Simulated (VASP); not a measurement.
# Ta (P6_3/mmc) in VASP: a series of runs, part 2 of 2

VASP 6.6.1.

### 3 Relaxation of cell and atoms, PBEsol

The input, INCAR:

```
SYSTEM = Ta
  PREC = Accurate
  ENCUT = 600
  EDIFF = 1E-7
  ISMEAR = 0
  SIGMA = 0.1
  LREAL = .FALSE.
  LASPH = .TRUE.
  NELM = 60
  ALGO = Fast
  ISIF = 3
  LWAVE = .FALSE.
  LCHARG = .FALSE.
  GGA = PS
  IBRION = 2
  NSW = 90
  EDIFFG = -0.005
```

The input, KPOINTS:

```
Automatic mesh
0
G
  6 6 4
  0 0 0
```

The input, POSCAR:

```
Ta
1.0
    2.9416827500      0.0000000000      0.0000000000
   -1.4708413800      2.5475719900      0.0000000000
    0.0000000000      0.0000000000      4.8037679400
Ta
2
Direct
    0.3333333300      0.6666666700      0.2500000000
    0.6666666700      0.3333333300      0.7500000000
```

Potentials or basis: VASP PAW PBE potentials, release 64 (Ta_pv).

Run with:

```sh
$ cat potpaw_PBE.64/Ta_pv/POTCAR > POTCAR
$ mpirun -np 1 vasp_std > vasp.out
```

OUTCAR:

```text
SYSTEM = Ta
   PREC = Accurate
   ENCUT = 600
   EDIFF = 1E-7
   ISMEAR = 0
   LREAL = .FALSE.
   LASPH = .TRUE.
   NELM = 60
   ISIF = 3
   GGA = PS
   IBRION = 2
   NSW = 90
   EDIFFG = -0.005

 ion  position               nearest neighbor table
   1  0.333  0.667  0.250-   2 2.94   2 2.94   2 2.94   2 2.94   2 2.94   2 2.94
   2  0.667  0.333  0.750-   1 2.94   1 2.94   1 2.94   1 2.94   1 2.94   1 2.94

  LATTYP: Found a hexagonal cell.
 ALAT       =     2.9416827500
 C/A-ratio  =     1.6330000031

  Lattice vectors:

 A1 = (   2.9416827500,   0.0000000000,   0.0000000000)
 A2 = (  -1.4708413800,   2.5475719900,   0.0000000000)
 A3 = (   0.0000000000,   0.0000000000,   4.8037679400)

[... 285 lines left out ...]

 number of electron      22.0000000 magnetization

------------------------ aborting loop because EDIFF is reached ----------------------------------------
[... 67 lines left out ...]
--------------------------------------- Ionic step       12  -------------------------------------------

 number of electron      22.0000000 magnetization

 Free energy of the ion-electron system (eV)
  ---------------------------------------------------
  ext. energy  EPLUGINS =         0.00000000
  ---------------------------------------------------
  free energy    TOTEN  =       -24.47756508 eV

  energy without entropy =      -24.46097716  energy(sigma->0) =      -24.46927112

 E-fermi :   5.7180     XC(G=0): -12.7049

 val. band max:        5.6588353124   @ k =   0.3333   0.1667   0.5000
 cond. band min:       5.7196547022   @ k =   0.3333  -0.0000   0.0000
 fundamental gap:      0.0608193899
 Fermi energy:         5.7180392361

 k-point     1 :       0.0000    0.0000    0.0000
  band No.  band energies     occupation
      1     -28.7587      2.00000
      2     -27.8151      2.00000
      3     -27.6883      2.00000
      4     -27.6883      2.00000
      5     -27.5939      2.00000
      6     -27.5939      2.00000
      7      -2.6117      2.00000
      8       0.6836      2.00000
      9       5.1211      2.00000
     10       5.7577      0.57532
     11       6.3275      0.00000
     12       6.3275      0.00000
     13       6.9258      0.00000
     14       6.9258      0.00000
[... 388 lines left out ...]
  FREE ENERGIE OF THE ION-ELECTRON SYSTEM (eV)
  ---------------------------------------------------
  free  energy   TOTEN  =       -24.4775650755 eV

  energy  without entropy=      -24.4609771645  energy(sigma->0) =      -24.46927112

 reached required accuracy - stopping structural energy minimisation
```

OSZICAR:

```text
N       E                     dE             d eps       ncg     rms          rms(c)
DAV:   1     0.174138396928E+03    0.17414E+03   -0.14421E+04   630   0.170E+03
DAV:   2    -0.217197203862E+02   -0.19586E+03   -0.19416E+03   784   0.426E+02
DAV:   3    -0.253854122681E+02   -0.36657E+01   -0.36350E+01   861   0.544E+01
[... 127 lines left out ...]
RMM:   3    -0.244775642786E+02    0.72392E-05   -0.26098E-05   633   0.444E-02    0.661E-03
RMM:   4    -0.244775647988E+02   -0.52015E-06   -0.23623E-06   645   0.145E-02    0.200E-03
RMM:   5    -0.244775649095E+02   -0.11072E-06   -0.89412E-07   599   0.816E-03    0.372E-03
RMM:   6    -0.244775650360E+02   -0.12654E-06   -0.23622E-07   399   0.464E-03    0.139E-03
RMM:   7    -0.244775650755E+02   -0.39449E-07   -0.67193E-08   350   0.236E-03
  12 F= -.24477565E+02 E0= -.24469271E+02  d E =-.404550E-05
```

Wall time 48 s (1 thread of Intel Xeon 6975P-C (Granite Rapids), shared host); peak memory 0.16 GiB.

What came out:

```yaml
Free_energy: -24.4776 eV
Relaxed_volume: 18.04 Å³/atom
Relaxed_cell: a = 2.860 Å, b = 2.860 Å, c = 5.093 Å, α = 90.00°, β = 90.00°, γ = 120.00°
Space_group_after_relaxing_to_0.05_Å: P6_3/mmc (No. 194)
Energy_gained_by_relaxing: 42.5 meV/atom
Ionic_steps: 12
Pressure_after_relaxing: 0.0 GPa
Band_gap_on_the_k_mesh: none (metal or under the smearing width)
```

The path:
| step | energy change (eV) | largest force (eV/Å) | pressure (GPa) | volume (Å³) |
| --- | --- | --- | --- | --- |
| 1 | 0.0000 | 0.0000 | 1.15 | 36.00 |
| 2 | -0.0718 | 0.0000 | -2.86 | 36.63 |
| 3 | -0.0746 | 0.0000 | -4.07 | 36.88 |
| 4 | -0.0761 | 0.0000 | -3.65 | 36.78 |
| 5 | -0.0415 | 0.0000 | 7.78 | 34.78 |
| 6 | -0.0846 | 0.0000 | -0.39 | 36.16 |
| 7 | -0.0846 | 0.0000 | -0.31 | 36.15 |
| 8 | -0.0850 | 0.0000 | 0.15 | 36.06 |
| 9 | -0.0850 | 0.0000 | 0.08 | 36.07 |
| 10 | -0.0850 | 0.0000 | 0.06 | 36.08 |
| 11 | -0.0850 | 0.0000 | -0.10 | 36.11 |
| 12 | -0.0850 | 0.0000 | -0.01 | 36.09 |

Final structure:
```
Ta
1.0
     2.86043    0.00000    0.00000
    -1.43022    2.47721    0.00000
     0.00000    0.00000    5.09318
Ta
2
Direct
  0.33333 0.66667 0.25000
  0.66667 0.33333 0.75000
```

Levels at points of the mesh, in eV from the Fermi level:
```tsv
k point	band 8	band 9	band 10	band 11	band 12	band 13	band 14	band 15
(0.00, 0.00, 0.00)	-5.03	-0.60	0.04	0.61	0.61	1.21	1.21	3.10
(0.50, 0.00, 0.00)	-4.01	-3.50	-0.37	-0.35	0.56	0.87	5.84	6.79
(0.00, 0.00, 0.50)	-6.43	-1.20	-1.20	0.66	0.66	0.66	0.66	4.64
(0.50, 0.00, 0.50)	-4.49	-2.41	-2.41	1.67	1.67	2.71	2.71	5.84
```

Caveat: the k mesh is coarse (spacing up to 0.41 Å⁻¹), so the values aren't converged; the PAW data sets were made with another functional, which shifts forces and pressure a little.

### 4 Single point, PBEsol

The input, INCAR:

```
PREC = Accurate ; ENCUT = 520
EDIFF = 1E-7 ; ISMEAR = 0
SIGMA = 0.1 ; LREAL = F
LASPH = T ; NELM = 60
ALGO = Fast ; ISIF = 2
LWAVE = F ; LCHARG = F
GGA = PS
```

The input, KPOINTS:

```
Automatic mesh
0
Gamma
  18 18 10
```

POSCAR is that of step 3.

Potentials or basis: VASP PAW PBE potentials, release 64 (Ta_pv).

Run with:

```sh
$ cat potpaw_PBE.64/Ta_pv/POTCAR > POTCAR
$ mpirun -np 1 vasp_std > vasp.out
```

OUTCAR:

```text
PREC = Accurate
   ENCUT = 520
   EDIFF = 1E-7
   ISMEAR = 0
   LREAL = F
   LASPH = T
   NELM = 60
   ISIF = 2
   GGA = PS

 ion  position               nearest neighbor table
   1  0.333  0.667  0.250-   2 2.94   2 2.94   2 2.94   2 2.94   2 2.94   2 2.94
   2  0.667  0.333  0.750-   1 2.94   1 2.94   1 2.94   1 2.94   1 2.94   1 2.94

  LATTYP: Found a hexagonal cell.
 ALAT       =     2.9416827500
 C/A-ratio  =     1.6330000031

  Lattice vectors:

[... 613 lines left out ...]
      8       2.2350      2.00000
      9       2.4932      2.00000
     10       4.6664      2.00000
     11       5.6504      1.99067
     12       6.0304      0.00555
     13       6.7572      0.00000
     14      10.6723      0.00000
     15      11.4142      0.00000

 [... further k-points ...]
[... 5 lines left out ...]
  --------------------------------------------------------------------------------------
  -------------------------------------------------------------------------------------
  Total       -0.6227615     -0.6227615      2.0747706      0.0000000      0.0000000     -0.0000000
  in kB      -27.7158385    -27.7158385     92.3371256      0.0000001      0.0000000     -0.0000000
  external PRESSURE =      12.3018162 kB  Pullay stress =       0.0000000 kB

 VOLUME and BASIS-vectors are now :
 -----------------------------------------------------------------------------
  energy-cutoff  :      520.00
  volume of cell :       36.00
      direct lattice vectors                 reciprocal lattice vectors
     2.941682750  0.000000000  0.000000000     0.339941484  0.196265308  0.000000000
    -1.470841380  2.547571990  0.000000000     0.000000000  0.392530615  0.000000000
     0.000000000  0.000000000  4.803767940     0.000000000  0.000000000  0.208169923

 POSITION                                       TOTAL-FORCE (eV/Angst)
 -----------------------------------------------------------------------------------
     -0.00000      1.69838      1.20094        -0.000000      0.000000      0.000000
      1.47084      0.84919      3.60283         0.000000     -0.000000      0.000000
 -----------------------------------------------------------------------------------
    total drift:                               -0.000001      0.000001     -0.000000

  FREE ENERGIE OF THE ION-ELECTRON SYSTEM (eV)
  ---------------------------------------------------
  free  energy   TOTEN  =       -24.4277005635 eV

  energy  without entropy=      -24.4162445817  energy(sigma->0) =      -24.42197257
```

OSZICAR:

```text
N       E                     dE             d eps       ncg     rms          rms(c)
DAV:   1     0.160918501861E+03    0.16092E+03   -0.13269E+04  6668   0.153E+03
DAV:   2    -0.219626166162E+02   -0.18288E+03   -0.18131E+03  8151   0.397E+02
DAV:   3    -0.254116036587E+02   -0.34490E+01   -0.33784E+01  8739   0.515E+01
DAV:   4    -0.254409365614E+02   -0.29333E-01   -0.29211E-01  7746   0.470E+00
DAV:   5    -0.254413204415E+02   -0.38388E-03   -0.38377E-03  9154   0.420E-01    0.191E+01
RMM:   6    -0.246686253934E+02    0.77270E+00   -0.75392E-01  6715   0.769E+00    0.926E+00
RMM:   7    -0.244237962089E+02    0.24483E+00   -0.98212E-01  7238   0.796E+00    0.467E-01
RMM:   8    -0.244259793695E+02   -0.21832E-02   -0.69352E-02  7948   0.202E+00    0.536E-01
RMM:   9    -0.244283853330E+02   -0.24060E-02   -0.24186E-02  8238   0.945E-01    0.477E-01
RMM:  10    -0.244276203670E+02    0.76497E-03   -0.65417E-03  7151   0.689E-01    0.145E-01
RMM:  11    -0.244276824325E+02   -0.62066E-04   -0.10397E-03  8817   0.201E-01    0.818E-03
RMM:  12    -0.244276984610E+02   -0.16029E-04   -0.17636E-04  8698   0.907E-02    0.194E-02
RMM:  13    -0.244277008358E+02   -0.23748E-05   -0.33183E-05  8048   0.479E-02    0.135E-02
RMM:  14    -0.244277003181E+02    0.51778E-06   -0.99626E-06  8221   0.261E-02    0.239E-03
RMM:  15    -0.244277005774E+02   -0.25934E-06   -0.26514E-06  8917   0.114E-02    0.117E-03
RMM:  16    -0.244277005635E+02    0.13908E-07   -0.39459E-07  5943   0.360E-03
   1 F= -.24427701E+02 E0= -.24421973E+02  d E =-.114560E-01
```

It took 43 s on 1 thread of Intel Xeon 6975P-C (Granite Rapids), shared host; peak memory 0.23 GiB.

Results:

* Free energy: -24.4277 eV
* Pressure: 1.2 GPa
* Band gap on the k mesh: none (metal or under the smearing width)

Stress tensor (GPa, compression positive):
```
-2.77  0.00  0.00
 0.00 -2.77  0.00
 0.00  0.00  9.23
```

Levels at points of the mesh, in eV from the Fermi level:
```tsv
k point	band 7	band 8	band 9	band 10	band 11	band 12	band 13	band 14	band 15
(0.00, 0.00, 0.00)	-8.44	-4.93	0.26	0.33	0.33	0.74	1.16	1.16	2.23
(0.50, 0.00, 0.00)	-4.25	-4.07	-3.46	-0.82	0.08	0.13	0.96	5.95	6.22
(0.00, 0.00, 0.50)	-6.27	-6.27	-0.79	-0.79	0.26	0.26	0.26	0.26	4.45
(0.50, 0.00, 0.50)	-4.57	-4.57	-2.20	-2.20	1.46	1.46	2.23	2.23	6.13
```

Caveat: the PAW data sets were made with another functional, which shifts forces and pressure a little. Spin-orbit coupling is left out, which matters for the levels of Ta.

### 5 The runs side by side

```tsv
task	cell	k mesh	cutoff (eV)	mesh quality	gap on the mesh (eV)	pressure (GPa)	relaxed volume (Å³/atom)
relaxation of cell and atoms	relaxed	18 × 18 × 10	300	not flagged	none	0.0	18.07
relaxation of cell and atoms	relaxed	6 × 6 × 4	600	coarse	none	0.0	18.04
single point	as given	18 × 18 × 10	520	not flagged	none	1.2	-
```

Alike in all rows: level PBEsol; potentials or basis VASP PAW PBE potentials, release 64 (Ta_pv); no spin polarisation; smearing gaussian 0.1 eV.

Caveats: some runs use coarse meshes; the PAW data sets were made with another functional, which shifts forces and pressure a little.

Absolute energies hang on the potentials; compare differences alone.
